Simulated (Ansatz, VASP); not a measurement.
One calculation of Cs, two programs

The input POSCAR:

```
Cs
1.0
   -2.7500754600      2.7500754600      4.0972389800
    2.7500754600     -2.7500754600      4.0972389800
    2.7500754600      2.7500754600     -4.0972389800
Cs
1
Direct
    0.0000000000      0.0000000000      0.0000000000
```

Contents of INCAR.step1:

```
SYSTEM = Cs
PREC = Accurate
ENCUT = 520
ISMEAR = 0
SIGMA = 0.1
LREAL = .FALSE.
LASPH = .TRUE.
NELM = 100
NBANDS = 10
GGA = PE
ALGO = Normal
EDIFF = 1E-4
LWAVE = .TRUE.
LCHARG = .FALSE.
```

INCAR.step2

```
SYSTEM = Cs
PREC = Accurate
ENCUT = 520
EDIFF = 1E-7
ISMEAR = 0
SIGMA = 0.1
LREAL = .FALSE.
LASPH = .TRUE.
NELM = 100
ALGO = Normal
ISIF = 2
LWAVE = .FALSE.
LCHARG = .FALSE.
METAGGA = R2SCAN
LMIXTAU = .TRUE.
NBANDS = 10
ISTART = 1
```

The input KPOINTS:

```
Automatic mesh
0
G
  6 6 6
  0 0 0
```

Input for Ansatz:

```yaml
crystal:
  lattice:
    - [-2.75007546, 2.75007546, 4.09723898]
    - [2.75007546, -2.75007546, 4.09723898]
    - [2.75007546, 2.75007546, -4.09723898]
  atoms:
    - { symbol: Cs, position: [0.0, 0.0, 0.0] }
basis:
  ecutwfc: 500
kpoints:
  mp_grid: { grid: [6, 6, 6] }
hamiltonian:
  xc: r2scan
scf:
  occupations: { method: gaussian, width: 0.1 }
output:
  forces: true
  stress: true
  eigenvalues: true
```

This isn't the form of Cs at room conditions, which is bcc.

Alike in both runs: task single point; functional r2SCAN; k mesh 6 × 6 × 6; occupations gaussian, width 0.1 eV; no spin polarisation.

```csv
,VASP,Ansatz
version,VASP 6.6.1,Ansatz 0.2.0
potentials or method,"VASP PAW PBE potentials, release 64 (Cs_sv)","scalar-relativistic, plane waves, PAW"
plane-wave cutoff (eV),520,500
valence electrons in the cell,9,9
```

|  | VASP | Ansatz | Ansatz less VASP |
| --- | --- | --- | --- |
| gap on the k mesh at the Fermi level (eV) | none | none | - |
| pressure (GPa) | 0.0 | 0.0 | 0.00 |

A gap of «none» marks a metal or a gap that the smearing closes.

Caveats: the PAW data sets were made with another functional, which shifts forces and pressure a little (VASP). Spin-orbit coupling is left out, which matters for the levels of Cs.
